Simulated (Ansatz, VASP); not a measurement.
## One calculation of Pd, two programs

Contents of INCAR:

```
ALGO = Fast ; DIPOL = 0.5 0.5 0.500
EDIFF = 1E-7 ; ENCUT = 520
GGA = PS ; IDIPOL = 3
ISIF = 2 ; ISMEAR = 0
LASPH = T ; LCHARG = T
LDIPOL = T ; LELF = T
LREAL = F ; LVACPOTAV = T
LVHAR = T ; LWAVE = F
NBANDS = 39 ; NELM = 80
PREC = Accurate ; SIGMA = 0.1
```

Contents of KPOINTS:

```
k-points
0
Gamma
  15 15 1
```

Contents of POSCAR:

```
Pd
1.0
    2.7400216570      0.0000000000      0.0000000000
   -1.3700108285      2.3729283619      0.0000000000
    0.0000000000      0.0000000000     26.1860915730
Pd
6
Direct
    0.6666666667      0.3333333333      0.2864115853
    0.3333333333      0.6666666667      0.3718469512
    0.0000000000      0.0000000000      0.4572823171
    0.6666666667      0.3333333333      0.5427176829
    0.3333333333      0.6666666667      0.6281530488
    0.0000000000      0.0000000000      0.7135884147
```

Input for Ansatz:

```yaml
crystal:
  lattice:
    - [2.740021657, 0.0, 0.0]
    - [-1.3700108285, 2.3729283619, 0.0]
    - [0.0, 0.0, 26.186091573]
  atoms:
    - { symbol: Pd, position: [0.6666666667, 0.3333333333, 0.2864115853] }
    - { symbol: Pd, position: [0.3333333333, 0.6666666667, 0.3718469512] }
    - { symbol: Pd, position: [0.0, 0.0, 0.4572823171] }
    - { symbol: Pd, position: [0.6666666667, 0.3333333333, 0.5427176829] }
    - { symbol: Pd, position: [0.3333333333, 0.6666666667, 0.6281530488] }
    - { symbol: Pd, position: [0.0, 0.0, 0.7135884147] }
basis:
  ecutwfc: 420
kpoints:
  mp_grid: { grid: [15, 15, 1] }
hamiltonian:
  xc: pbesol
scf:
  occupations: { method: gaussian, width: 0.1 }
output:
  forces: true
  stress: true
  eigenvalues: true
  write_density: true
  write_potential: true
  elf: true
  volumetric_format: npy
efield:
  axis: 3
  dipole_correction: true
```

Alike in both runs: task single point; functional PBEsol; k mesh 15 × 15 × 1; occupations gaussian, width 0.1 eV; no spin polarisation.

|  | VASP | Ansatz |
| --- | --- | --- |
| version | VASP 6.6.1 | Ansatz 0.2.0 |
| potentials or method | VASP PAW PBE potentials, release 64 (Pd) | scalar-relativistic, plane waves, PAW |
| plane-wave cutoff (eV) | 520 | 420 |
| valence electrons in the cell | 60 | 108 |

```tsv
	VASP	Ansatz	Ansatz less VASP
gap on the k mesh at the Fermi level (eV)	none	none	-
rms of the force components (eV/Å)	0.034	0.037	+0.0036
work function, face that differs most (eV)	5.35	5.35	0.000
```

Atom by atom the forces differ by 0.006 eV/Å (rms over components). A gap of «none» marks a metal or a gap that the smearing closes. The functional is the same, so the differences come from potentials, cutoffs and numerics. The two sets of potentials don't hold the same shells in valence. Ansatz warned: «xc_potential_rough_in_thin_density».

Caveats: the PAW data sets were made with another functional, which shifts forces and pressure a little (VASP).
